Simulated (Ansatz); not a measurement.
**SrO in Ansatz: the effect of functional**

Crystal: SrO.

```
CELL_PARAMETERS angstrom
3.52944 0.00000 0.00000
-1.76472 3.05658 0.00000
0.00000 0.00000 6.17558
ATOMIC_POSITIONS crystal
Sr 0.66667 0.33333 0.75000
Sr 0.33333 0.66667 0.25000
O 0.00000 0.00000 0.50000
O 0.00000 0.00000 0.00000
```

Measurements of this composition are mostly on another form, of space group No. 225.

The cell isn't the ideal one: volume scaled by 0.98.

Alike in all runs:

```yaml
Program: Ansatz 0.2.0
Task: single point
Potentials_or_basis: Ansatz PAW
k_mesh: 9 × 9 × 5
Occupations: fermi-dirac, width 0.05 eV
Spin: no spin polarisation
```

```tsv
functional	cutoff	gap on the mesh (eV)	pressure (GPa)
LDA	420 eV (not typed: the program's choice for these potentials)	2.97	-4.0
PBEsol	420 eV (not typed: the program's choice for these potentials)	?	?
r2SCAN	500 eV (not typed: the program's choice for these potentials)	3.57	1.4
```

What does the run with functional PBEsol give?

gap on the mesh 3.03 eV; pressure -0.7 GPa.

Caveats: odd divisions of the mesh miss points on the zone boundary, where band edges often lie, so the gap on the mesh can be too wide; the PAW data sets come from PBE, with cores solved anew for the run's functional, which leaves a small shift of forces and pressure.

A k mesh can miss the band edges.
